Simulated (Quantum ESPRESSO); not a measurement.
Runs of Quantum ESPRESSO 7.5 on Ru. It takes space group P6_3/mmc (No. 194, hexagonal). The conventional cell has a = 2.706 Å, b = 2.706 Å, c = 4.282 Å, α = 90.00°, β = 90.00°, γ = 120.00°. Ru (site symmetry -6m2) is surrounded by 12 Ru at 2.65 to 2.71 Å. 

| task | level | potentials or basis | spin | cell | k mesh | cutoff (eV) | form of the LDA correlation | most ionic steps | forc conv thr | etot conv thr | ion dynamics | gap on the mesh (eV) | pressure (GPa) |
| --- | --- | --- | --- | --- | --- | --- | --- | --- | --- | --- | --- | --- | --- |
| band structure | LDA | GBRV 1.5 LDA | off | as given | 11 × 11 × 6 | 612 | PZ81 | - | - | - | - | none | -12.4 |
| band structure | BLYP | PseudoDojo 0.4.1 SR PBE standard | off | as given | 11 × 11 × 6 | 1143 | - | - | - | - | - | none | 19.8 |
| band structure | LDA | PseudoDojo 0.4.1 SR LDA standard | off | as given | 11 × 11 × 6 | 1197 | PW92 | - | - | - | - | none | (a) |
| relaxation of cell and atoms | PBEsol+D3(BJ) | PseudoDojo 0.4.1 SR PBEsol standard | off | relaxed to 0.3 kbar | 11 × 11 × 6 | 1143 | - | 40 | 0.0004 Ry/bohr | 1e-05 Ry | bfgs | none | -0.1 |

Alike in all rows: smearing fermi-dirac 0.05 eV.

Estimate the missing entries.

(a) -11.5.

Caveats: the potentials were made for another functional, which shifts forces and pressure (some runs); so large a pressure means that the cell lies far from this level's equilibrium, or that cutoff or potentials fall short (some runs); pairwise dispersion overbinds metals, which lowers pressure and volume (some runs).

A k mesh can miss the band edges, and the runs leave out spin-orbit coupling on Ru.

A gap of «none» marks a metal or a gap under the smearing width.

Runs at the PBE level aren't shown here.
